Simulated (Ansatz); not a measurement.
PbS: a run of Ansatz with trial settings.

```yaml
crystal:
  lattice:
    - [2.1126617058, 1.2197458045, 3.4519162518]
    - [-2.1126617058, 1.2197458045, 3.4519162518]
    - [0.0, -2.4394916091, 3.4519162518]
  atoms:
    - { symbol: Pb, position: [0.8674772128, 1.0131763159, 1.003683077] }
    - { symbol: S, position: [0.5553452267, 0.5458730884, 0.4047614303] }
basis:
  ecutwfc: 420
  ecutrho_ratio: 2
kpoints:
  mp_grid: { grid: [3, 3, 3] }
hamiltonian:
  xc: blyp
scf:
  occupations: { method: gaussian, width: 0.1 }
  mixing: { algorithm: msr1 }
  initial_density: { chi_scale: 0, normalization: atom }
  convergence: { dr2_threshold: "1e-2 eV" }
  max_iter: 87
output:
  forces: true
  stress: true
  eigenvalues: true
  populations: true
```

Command:

```bash
ansatz run input.yaml --threads 1 --pin off --max-ram 1331MiB --backend cpu --events-out ev --progress --plain --runs-dir out
```

From the log (HF is the Harris–Foulkes energy, dr2 the density residual in eV):

```text
Warning: basis.ecutrho_ratio = 2 (ecutrho = 840 eV) is below the records' recommended 1680 eV
Warning: scf.convergence.dr2_threshold = 1e-2 eV is looser than this run's default, which is 1e-7 eV or tighter. The error in the forces grows as the threshold's square root, so leave the key out unless less accurate forces are enough
Warning: output.stress: scf.convergence.dr2_threshold = 1e-2 eV is looser than the 2e-10 eV advised for a printed stress (1e-10 eV for each atom of the cell: 2). What an SCF threshold leaves in a stress goes as its square root, and in the free energy as the threshold itself …
Pseudopotential: Pb, paw, valence charge 14, recommended cutoff 420 eV (normal)
Pseudopotential: S, paw, valence charge 6, recommended cutoff 420 eV (normal)
Crystal: 2 atoms, lattice volume = 53.372 Å³
Basis set: ecut = 420 eV, 1037 PW (Γ), exchange–correlation on 48×48×48 points (8 copies of the dense FFT grid, shifted against one another)
Bands: 14, of which v1, the nominal top of the filled ones, is band 10 counted from 1 (9 counted from 0)
Symmetry: 1 space group operations
Space group: P1 (ITA 1), of the structure as read, at distance tolerance 3.8e-5 Å
k-points: 14 of 27 (time reversal used)
PAW frozen core: Pb, regenerated for the run's functional, and the local potential with it (the file was generated under x = pbe(κ = 0.804, μ = 0.2195), c = pbe(β = 0.0667))
PAW frozen core: S, regenerated for the run's functional, and the local potential with it (the file was generated under x = pbe(κ = 0.804, μ = 0.2195), c = pbe(β = 0.0667))
Initial density: superposition of atomic densities
SCF iter   1: HF=-12842.461619 eV  Δρ=4.33e-2  dr2=2.07e0
SCF iter   2: HF=-12841.945027 eV  Δρ=2.10e-2  dr2=3.50e-1
SCF iter   3: HF=-12841.849576 eV  Δρ=6.20e-3  dr2=1.74e-2
SCF iter   4: F=-12841.850104 eV  HF=-12841.850434 eV  Δρ=1.16e-3  dr2=7.74e-4
SCF 1 converged in 4 iterations: F = -12841.850104 eV  dr2 = 7.74e-4
SCF converged after 4 iterations
Free energy (F): -12841.850104 eV
E sigma→0 (E₀):  -12841.850104 eV
Fermi energy:    8.919686 eV
--- Forces (eV/Å), atoms counted from 1 ---
  atom   1  Pb     0.31369031     2.77098887     2.07404049
  atom   2  S     -0.31131907    -2.77329756    -2.07564865
--- Stress (GPa, compression-positive) ---
        5.681833      -3.119456      -1.392114
       -3.119406      20.332478       9.537934
       -1.392077       9.537929      12.429580
  P = ⅓ Tr σ = 12.8146 GPa (128.146 kbar)
```

These settings were drawn at random to show what each does; none of the numbers is a converged property of the crystal. Forces of this functional on these PAW sets can be off by 10 %.